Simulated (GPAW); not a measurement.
**Quasiparticle gap of SrCl2 (1T monolayer) in GPAW**

Aim: the G0W0 gap of SrCl2 (1T monolayer) on LDA, step by step.

Calculated with GPAW 26.7.0; LDA and many-body steps on it, plane waves.

## 1. Set-up

The cell holds 3 atoms: 1 Sr and 2 Cl. Cell: a = 4.210 Å, b = 4.210 Å, c = 14.400 Å, α = 90.0°, β = 90.0°, γ = 120.0°. Vacuum lies along c.

The start is a generated structure, not a measured one.

## 2. Relaxation

This step: GPAW 26.7.0; DFT, LDA, plane waves, PAW.

A relaxation at this level of theory: leftover forces would pass straight into the levels.

The input, run.py:

```python
import json
import numpy as np
from gpaw.mpi import world
from ase import Atoms
from ase.constraints import FixSymmetry
from ase.filters import FrechetCellFilter
from ase.optimize import BFGS
from gpaw import GPAW, PW, FermiDirac

atoms = Atoms(['Sr', 'Cl', 'Cl'],
    cell=[[4.2104093400, 0.0000000000, 0.0000000000],
      [-2.1052046700, 3.6463214488, 0.0000000000],
      [0.0000000000, 0.0000000000, 14.4000000000]],
    scaled_positions=[[0.0000000000, 0.0000000000, 0.5000000000],
      [0.3333333333, 0.6666666667, 0.6188089881],
      [0.6666666667, 0.3333333333, 0.3811910119]],
    pbc=(True, True, False))
atoms.set_constraint(FixSymmetry(atoms))
atoms.calc = GPAW(mode=PW(550),
    xc='LDA',
    kpts={'size': (6, 6, 1), 'gamma': True},
    occupations=FermiDirac(0.02),
    convergence={'density': 1e-5},
    txt='relax.txt')
steps = []
opt = BFGS(FrechetCellFilter(atoms, mask=[1, 1, 0, 0, 0, 1]), logfile='bfgs.log')
opt.attach(lambda: steps.append([atoms.get_potential_energy(), atoms.cell[:], atoms.positions.copy(), atoms.get_forces()]))
converged = opt.run(fmax=0.03, steps=50)
res = {'converged': bool(converged), 'steps': steps, 'cell': atoms.cell[:], 'frac': atoms.get_scaled_positions()}

if world.rank == 0:
    with open('result.json', 'w') as f:
        json.dump(res, f, default=lambda x: x.tolist())
```

On the command line:

```
mpirun -n 8 gpaw python run.py
```

Numbers of over 12 decimals in the logs are rounded to 6 here.

The log of the run:

```text
Step     Time          Energy          fmax
BFGS:    0       -13.384772        1.017837
BFGS:    1       -13.420024        0.954972
BFGS:    2       -13.591266        0.579453
[...]
BFGS:    6       -13.682381        0.118446
BFGS:    7       -13.685891        0.021273
```

The job ended after 43 s (8 MPI ranks of Intel Xeon Platinum 8375C at 2.90GHz (Ice Lake), shared host; peak memory 1.8 GiB; 5.6 min of CPU time).

Relaxation path:

| step | energy less that of the first step (eV) | largest force (eV/Å) |
| --- | --- | --- |
| 1 | 0.0000 | 1.0178 |
| 2 | -0.0353 | 0.9550 |
| 3 | -0.2065 | 0.0920 |
| 4 | -0.2252 | 0.1951 |
| 5 | -0.2291 | 0.1716 |
| 6 | -0.2816 | 0.0663 |
| 7 | -0.2976 | 0.0623 |
| 8 | -0.3011 | 0.0213 |

The atoms that moved most (Å):

| atom | dx | dy | dz | length |
| --- | --- | --- | --- | --- |
| Cl2 | 0.000 | 0.000 | -0.335 | 0.335 |
| Cl3 | 0.000 | 0.000 | 0.335 | 0.335 |

Final coordinates:

```
Sr Cl
1.0
     4.30535    0.00000    0.00000
    -2.15267    3.72854    0.00000
     0.00000    0.00000   14.40000
Sr Cl
1 2
Direct
  0.00000 0.00000 0.50000
  0.33333 0.66667 0.59552
  0.66667 0.33333 0.40448
```

## 3. Ground state

The ground-state density comes first.

The input, run.py:

```python
import json
import numpy as np
from gpaw.mpi import world
from ase import Atoms
from gpaw import GPAW, PW, FermiDirac

atoms = Atoms(['Sr', 'Cl', 'Cl'],
    cell=[[4.3053493931, 0.0000000000, 0.0000000000],
      [-2.1526746966, 3.7285419466, 0.0000000000],
      [0.0000000000, 0.0000000000, 14.4000000000]],
    scaled_positions=[[0.0000000000, 0.0000000000, 0.5000000000],
      [0.3333333333, 0.6666666667, 0.5955209310],
      [0.6666666667, 0.3333333333, 0.4044790690]],
    pbc=(True, True, False))
calc = GPAW(mode=PW(450),
    xc='LDA',
    kpts={'size': (9, 9, 1), 'gamma': True},
    occupations=FermiDirac(0.001),
    nbands=-7,
    convergence={'density': 1e-6, 'bands': -3},
    maxiter=100,
    txt='gs.txt')
atoms.calc = calc
res = {'energy': atoms.get_potential_energy()}
kpts = calc.get_ibz_k_points()
res['kpts'] = kpts
res['eigenvalues'] = [calc.get_eigenvalues(kpt=k) for k in range(len(kpts))]
res['n_electrons'] = calc.get_number_of_electrons()
calc.write('gs.gpw')

if world.rank == 0:
    with open('result.json', 'w') as f:
        json.dump(res, f, default=lambda x: x.tolist())
```

On the command line:

```
mpirun -n 8 gpaw python run.py
```

The log of the run:

```text
__  _  _
 | _ |_)|_||  |
 |__||  | ||/\| - 26.7.0

Input parameters:
  mode=PW(ecut=450.000000),
  convergence={'density': 1e-06, 'bands': -3},
  kpts=MonkhorstPack(size=(9, 9, 1), gamma=True),
  maxiter=100,
  nbands=-7,
  occupations=Occupations(name='fermi-dirac', width=0.001, fixmagmom=False),
  xc=XC(name='LDA')
  [... matrices ...]
Diagonalizing LCAO Hamiltonian
Converting LCAO to pw mode

         Cl

       Sr
             Cl

Atoms  # Å, Bohr magnetons
|   | symbol |         x |        y |        z |    initial magnetic moments |
| 0 |     Sr |  0.000000 | 0.000000 | 7.200000 | ( 0.0000,  0.0000,  0.0000) |
| 1 |     Cl | -0.000000 | 2.485695 | 8.575501 | ( 0.0000,  0.0000,  0.0000) |
| 2 |     Cl |  2.152675 | 1.242847 | 5.824499 | ( 0.0000,  0.0000,  0.0000) |

Unit cell  # Å
| periodic |         x |        y |         z |   lengths |     angles |
|      yes |  4.305349 | 0.000000 |  0.000000 |  4.305349 |  90.000000 |
|      yes | -2.152675 | 3.728542 |  0.000000 |  4.305349 |  90.000000 |
|       no |  0.000000 | 0.000000 | 14.400000 | 14.400000 | 120.000000 |

Number of symmetries: 12
Symmetry operations  # r_c * U_cc + t_c -> r_c
|    | kind |            matrix            |
|  0 |  σ   |  1, 1, 0,  0,-1, 0,  0, 0, 1 |
|  1 |  S6  |  1, 1, 0, -1, 0, 0,  0, 0,-1 |
|  2 |  E   |  1, 0, 0,  0, 1, 0,  0, 0, 1 |
|  3 |  C2  |  1, 0, 0, -1,-1, 0,  0, 0,-1 |
|  4 |  C2  |  0, 1, 0,  1, 0, 0,  0, 0,-1 |
|  5 |  C3  |  0, 1, 0, -1,-1, 0,  0, 0, 1 |
|  6 |  S6  |  0,-1, 0,  1, 1, 0,  0, 0,-1 |
|  7 |  σ   |  0,-1, 0, -1, 0, 0,  0, 0, 1 |
|  8 |  σ   | -1, 0, 0,  1, 1, 0,  0, 0, 1 |
|  9 |  i   | -1, 0, 0,  0,-1, 0,  0, 0,-1 |
| 10 |  C3  | -1,-1, 0,  1, 0, 0,  0, 0, 1 |
| 11 |  C2  | -1,-1, 0,  0, 1, 0,  0, 0,-1 |

BZ-sampling:
  Number of BZ points: 81
  Number of IBZ points: 12

  Monkhorst-Pack size: [9, 9, 1]
  Monkhorst-Pack shift: [0, 0, 0]

K-points  # in reciprocal-cell coordinates
|     |                                coordinates |     weight |
|   0 | (  0.00000000,   0.00000000,   0.00000000) | 0.01234568 |
|   1 | (  0.11111111,   0.00000000,   0.00000000) | 0.07407407 |
|   2 | (  0.22222222,  -0.11111111,   0.00000000) | 0.07407407 |
|   3 | (  0.22222222,   0.00000000,   0.00000000) | 0.07407407 |
|   4 | (  0.33333333,  -0.11111111,   0.00000000) | 0.14814815 |
|   5 | (  0.33333333,   0.00000000,   0.00000000) | 0.07407407 |
|   6 | (  0.33333333,   0.33333333,   0.00000000) | 0.02469136 |
|   7 | (  0.44444444,  -0.22222222,   0.00000000) | 0.07407407 |
|   8 | (  0.44444444,  -0.11111111,   0.00000000) | 0.14814815 |
|   9 | (  0.44444444,   0.00000000,   0.00000000) | 0.07407407 |
| ... |                                            |            |
|  11 | (  0.44444444,   0.44444444,   0.00000000) | 0.07407407 |

Plane wave coefficients: 5047
Cutoff: 450.000000 eV

Spin-components: 1 (collinear spins)
Bands:           19
Projectors:      15
Spin-degeneracy: 2
Datatype:        complex128

  Storage: CPU
  Wave functions: 18_411_456 bytes (2_301_432 per core)
  Projectors: 21_318_528 bytes (2_664_816 per core)
  [... matrices ...]
Parallelization:
  kpt:    4
  domain: 2
  band:   1

Density:
  Valence electrons: 24.0
  Components: 1
  Grid points: [24 24 72]
  Charge: 0.0  # |e|

Potential:
  Grid points: [24 24 72]

species:
  Sr:
    name:    Strontium
    Z:       38.0
    valence: 10
    core:    28
    charge:  0.0  # [|e|]
    compensation charges:
      type: gauss
      rc: 0.40  # [Å]
      lmax: 2
    cutoffs:
      filter: 2.39  # [Å]
      core: 1.85  # [Å]
    projectors
    | kind |    occ | energy [eV] | rcut [Å] |
    |   4s |  2.000 |     -40.901 |    1.291 |
    |   5s |  2.000 |      -3.641 |    1.291 |
    |   4p |  6.000 |     -22.864 |    1.291 |
    |    p |        |       4.348 |    1.291 |
    |    d |        |       0.000 |    1.254 |

    Using partial waves for Sr as LCAO basis

  Cl:
    name:    Chlorine
    Z:       17.0
    valence: 7
    core:    10
    charge:  0.0  # [|e|]
    compensation charges:
      type: gauss
      rc: 0.25  # [Å]
      lmax: 2
    cutoffs:
      filter: 1.40  # [Å]
      core: 1.49  # [Å]
    projectors
    | kind |    occ | energy [eV] | rcut [Å] |
    |   3s |  2.000 |     -20.688 |    0.794 |
    |   3p |  5.000 |      -8.701 |    0.794 |
    |    s |        |       6.523 |    0.794 |
    |    p |        |      18.511 |    0.794 |
    |    d |        |       0.000 |    0.794 |

    Using partial waves for Cl as LCAO basis

Reference energy: -111434.994330  # eV

eigensolver:
  PPCG
  Converge bands: -3
  niter=2

density mixing:
  MSR1-Mixer
  Pratt-step length: 0.05
  Maximum mixing coefficient: 0.75
  Old densities: 10
  SVD Regularization: 0.005
  Good broyden scale: 1.0
  Trust region scale: 1.0
  Backstep threshold: 4.0
  History deletion threshold: 6.0
  Fourier metric: weight=20.0, sigma=0.015

occupation numbers:
  Fermi-Dirac:
    width: 0.0010  # eV

poisson solver:
  ecut: 3600.000000  # eV

xc functional:
  name: None

Initialization done in: 3.409 s

convergence criteria:
- Maximum integral of absolute [dens]ity change: 1e-06 electrons / valence electron
- Maximum [total energy] change in last 3 cyles: 0.0005 eV / valence electron
- Maximum integral of absolute [eigenst]ate change: 4e-08 eV^2 / valence electron
maximum number of iterations: 100

SCF iterations
|iter     |     time |      energy | eigst |  dens |
|iter:   1|  |  -13.851405 | +1.48 |       |
|iter:   2|  |  -13.825647 | +0.20 | -1.24 |
|iter:   3|  |  -13.677633 | -0.34 | -1.27 |
|iter:   4|  |  -13.645096 | -0.89 | -1.67 |
|iter:   5|  |  -13.644051 | -1.60 | -2.01 |
|iter:   6|  |  -13.644299c| -2.35 | -2.38 |
|iter:   7|  |  -13.644305c| -3.08 | -3.21 |
|iter:   8|  |  -13.644303c| -3.70 | -3.92 |
|iter:   9|  |  -13.644303c| -4.22 | -4.69 |
|iter:  10|  |  -13.644303c| -4.56 | -5.21 |
|iter:  11|  |  -13.644303c| -4.99 | -5.71 |
|iter:  12|  |  -13.644303c| -5.42 | -6.66c|
|iter:  13|  |  -13.644303c| -5.66 | -6.98c|
|iter:  14|  |  -13.644303c| -6.11 | -7.91c|
|iter:  15|  |  -13.644303c| -6.48 | -8.36c|
|iter:  16|  |  -13.644303c| -6.93 | -8.97c|
|iter:  17|  |  -13.644303c| -7.28 | -9.37c|
|iter:  18|  |  -13.644303c| -7.62c| -9.85c|

Converged in 18 steps
SCF loop duration: 10.559 s (0.587 s/step)
Energy contributions relative to reference atoms: (reference = -111434.994330)
  [... matrices ...]
Energy contributions:
  Kinetic:          14.725368
  Coulomb:         -13.540123
  Zero:             -0.283371
  External:          0.000000
  Xc:              -14.546177
  Entropy:          -0.000000
  Spinorbit:         0.000000
  ----------------------------
  Free energy:     -13.644303
  Extrapolated:    -13.644303

dipole moment: (-8.421822, -14.587024, 0.000018)  # |e|*Ang

Fermi level: -2.241
Eigenvalues  # (at kpt = [0.000, 0.000, 0.000])
| band index |      eig [eV] | occ [0-2] |
|          0 |       -36.745 |     2.000 |
|        ... |               |           |
|          4 |       -17.353 |     2.000 |
|          5 |       -16.613 |     2.000 |
|          6 |        -6.264 |     2.000 |
|          7 |        -5.973 |     2.000 |
|          8 |        -5.973 |     2.000 |
|          9 |        -5.027 |     2.000 |
|         10 |        -5.024 |     2.000 |
|         11 |        -5.024 |     2.000 |
|         12 |         0.879 |     0.000 |
|         13 |         1.945 |     0.000 |
|         14 |         1.945 |     0.000 |
|         15 |         2.331 |     0.000 |
|         16 |         2.886 |     0.000 |
|         17 |         3.359 |     0.000 |
|         18 |         3.647 |     0.000 |

Gap: 5.770 eV
Transition (v -> c):
  (s=0, k=3, n=11, [0.22, 0.00, 0.00]) -> (s=0, k=0, n=12, [0.00, 0.00, 0.00])
Direct/indirect transitions are different
Direct gap: 5.903 eV
Transition at: (s=0, k=0, n=11, [0.00, 0.00, 0.00])
vacuum-level: 3.304  # V
# Writing to gs.gpw (mode='')
  [... matrices ...]
```

The job ended after 18 s (8 MPI ranks; peak memory 1.4 GiB; 2.3 min of CPU time).

Numbers from this step:

```yaml
total_energy: -13.64 eV
gap: 5.770 eV
k_of_the_valence_top: 0.2222, 0, 0
k_of_the_conduction_bottom: 0, 0, 0
least_direct_gap: 5.903 eV
```

The gap is indirect, with the least direct gap 0.13 eV higher.

## 4. Empty states on the mesh, 6×6×1 mesh, 385 bands

The sums over transitions need many empty states on a uniform mesh; this step solves for them.

The input, run.py:

```python
import json
import numpy as np
from gpaw.mpi import world
from gpaw import GPAW

calc = GPAW('gs.gpw').fixed_density(kpts={'size': (6, 6, 1), 'gamma': True},
    parallel={'domain': 1, 'band': 1},
    txt='nscf.txt')
calc.diagonalize_full_hamiltonian(nbands=385)
calc.write('full.gpw', mode='all')
res = {}
kpts = calc.get_ibz_k_points()
res['kpts'] = kpts
res['eigenvalues'] = [calc.get_eigenvalues(kpt=k) for k in range(len(kpts))]
res['n_electrons'] = calc.get_number_of_electrons()

if world.rank == 0:
    with open('result.json', 'w') as f:
        json.dump(res, f, default=lambda x: x.tolist())
```

On the command line:

```
mpirun -n 7 gpaw python run.py
```

The log of the run:

```text
Diagonalizing LCAO Hamiltonian
Converting LCAO to pw mode
convergence criteria:
- Maximum integral of absolute [eigenst]ate change: 4e-08 eV^2 / valence electron
maximum number of iterations: 100

SCF iterations
|iter     |     time |      energy | eigst |  dens |
|iter:   1|  |             | +1.47 |       |
|iter:   2|  |             | +0.29 |       |
|iter:   3|  |             | -0.57 |       |
[...]
|iter:  38|  |             | -7.14 |       |
|iter:  39|  |             | -7.30 |       |
|iter:  40|  |             | -7.55c|       |
SCF steps: 40
  __  _  _
 | _ |_)|_||  |
 |__||  | ||/\| - 26.7.0

Input parameters:
  mode=PW(ecut=450.000000),
  convergence={'density': 1e-06, 'bands': -3},
  gpts=array([24, 24, 72]),
  kpts=MonkhorstPack(size=(6, 6, 1), gamma=True),
  maxiter=100,
  nbands=19,
  occupations=Occupations(name='fermi-dirac', width=0.001, fixmagmom=False),
  parallel={'domain': 1, 'band': 1},
  xc=XC(name='LDA')
Matrix size: 5047x5047
# Writing to full.gpw (mode='all')
  [... matrices ...]

timing:  # [seconds]
  Total: 114.162  # ━━━━━━━━━━━━━━━━━━━━━━━━━━━━━━━━━━━━━━━━━━━━━━━━━━━━━━━━━
```

Wall time 2.1 min (7 MPI ranks); peak memory 12 GiB.

Numbers from this step:

```
gap                                                           : 5.772 eV
k of the valence top                                          : 0.3333, -0.1667, 0
k of the conduction bottom                                    : 0, 0, 0
least direct gap                                              : 5.903 eV
k points computed                                             : 7
lowest point of the top converged band, above the valence top : 81.6551 eV
```

On this mesh the gap is 5.772 eV.

(Continued in part 2 of 2.)

[Paths, hosts, dates, memory and timing lines, banners, echoed tables and standing remarks are left out of the program output.]

[Logs are printed without paths, hosts, clocks, repeated set-up lines and the standing remarks that a program may print on its own settings, such as how far it seeks lower states.]

[Runs of the session that timed out or met a known fault of the program may be left out.]

[Hosts, paths, dates, database ids (printed as entryN), source tags and the programs' standing remarks are cut or masked in the printed files.]
